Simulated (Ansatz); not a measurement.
Wanted: the native input for an Ansatz 0.2.0 run.

```
Task                : relaxation of cell and atoms
Functional          : revPBE
Dispersion          : D3(BJ)
Potentials or basis : Ansatz PAW
Cutoff              : 420 eV (not typed: the program's choice for these potentials)
k mesh              : 8 × 8 × 8
Occupations         : fermi-dirac, width 0.05 eV
Spin                : no spin polarisation
```

ZnSe (Stilleite):

```xyz
2
Lattice="0.0000 2.8338 2.8338 2.8338 0.0000 2.8338 2.8338 2.8338 0.0000" Properties=species:S:1:pos:R:3 pbc="T T T"
Se    4.2507    4.2507    4.2507
Zn    0.0000    0.0000    0.0000
```

These files were run (other wordings do the same):

input.yaml

```yaml
crystal:
  lattice:
    - [0.0, 2.8338, 2.8338]
    - [2.8338, 0.0, 2.8338]
    - [2.8338, 2.8338, 0.0]
  atoms:
    - { symbol: Se, position: [0.75, 0.75, 0.75] }
    - { symbol: Zn, position: [0.0, 0.0, 0.0] }
hamiltonian:
  xc: revpbe
  pseudopotentials: { kind: paw }
  dispersion: d3bj
kpoints:
  mp_grid: { grid: [8, 8, 8] }
scf:
  occupations: { method: fermi_dirac, width: 0.05 }
output:
  forces: true
  stress: true
relax:
  f_tol: 0.01
  max_steps: 40
  cell: { stress_tol: 0.05 }
```

Potentials or basis: Ansatz PAW.

Command:

```console
$ ansatz run input.yaml --threads 2 --pin off --max-ram 5120MiB --backend cpu --events-out ev --progress --plain --runs-dir out
```

Results of the run:

* Relaxed volume: 22.27 Å³/atom
* Relaxed cell: a = 3.979 Å, b = 3.979 Å, c = 3.979 Å, α = 60.00°, β = 60.00°, γ = 60.00°
* Space group after relaxing (to 0.05 Å): F-43m (No. 216)
* Energy gained by relaxing: 2.0 meV/atom
* Ionic steps: 4
* Pressure after relaxing: 0.0 GPa
* Band gap on the k mesh: 1.50 eV

Caveat: the plane-wave basis is chosen anew once the cell has moved, so the energies of steps on either side of that aren't comparable; the PAW data sets come from PBE, with cores solved anew for the run's functional, which leaves a small shift of forces and pressure.

Run time: 3.6 s on 2 threads of AMD EPYC 7B13 (Zen 3), with other jobs on the host, peak memory 0.41 GiB.
